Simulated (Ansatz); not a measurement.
Theory: DFT PBE, scalar-relativistic, plane waves, PAW in Ansatz 0.2.0. All cells share a 420 eV cutoff and Γ-centred k meshes spaced at most about 0.3 Å⁻¹ (about 0.25 or finer for metals, 2π included). No spin polarisation.

Each guess is relaxed in cell and atoms at zero pressure, on a coarse mesh first where it starts far from rest and then on a converged one. The steps can't lower the symmetry of the start, but it can rise. Energies are static (0 K, no zero-point motion).

Two unrelaxed guesses for CdS₄:

A.

```
Cd S
1.0
     4.68834    0.00000    0.00000
     0.00000    4.68834    0.00000
     0.00000    0.00000    6.14995
Cd S
1 4
Direct
  0.00000 0.00000 0.50000
  0.00000 0.50000 0.15301
  0.50000 0.00000 0.15301
  0.00000 0.50000 0.84699
  0.50000 0.00000 0.84699
```

B.

```
Cd S
1.0
    -3.07065    3.07065    3.07065
     3.07065   -3.07065    3.07065
     3.07065    3.07065   -3.07065
Cd S
1 4
Direct
  0.00000 0.00000 0.00000
  0.00000 0.00000 0.50000
  0.00000 0.50000 0.00000
  0.50000 0.00000 0.00000
  0.50000 0.50000 0.50000
```

Question: Where do they end, and which end is lower?

Answer: A ends lower, by 0.67 eV/atom. A: P4/mmm at 27.0 Å³/atom → P4/mmm at 23.4 Å³/atom; B: Im-3m at 23.2 Å³/atom → Im-3m at 22.3 Å³/atom. Counting S atoms around Cd (those within 1.25 times the shortest such distance or 1.15 times the sum of covalent radii, 1.27 where that leaves under three), the end of A and the end of B both have Cd 8. The end of A holds S–S pairs (shortest 1.98 Å); in the end of B the shortest S–S distance is 3.03 Å. End of A. Conventional cell: a = 4.839 Å, c = 4.989 Å. Cd has 8 S at 2.85 Å; S has 1 S at 1.98 Å and 2 Cd at 2.85 Å. End of B. Conventional cell: a = 6.063 Å. Around Cd lie 8 S at 2.63 Å; around S lie 2 Cd at 2.63 Å and 6 S at 3.03 Å.

Ends held by symmetry can be saddle points. Even the lowest of the cells shown lies +0.10 eV/atom against the elements. Some types were kept out of the candidates beforehand, so the set may lack a known form.
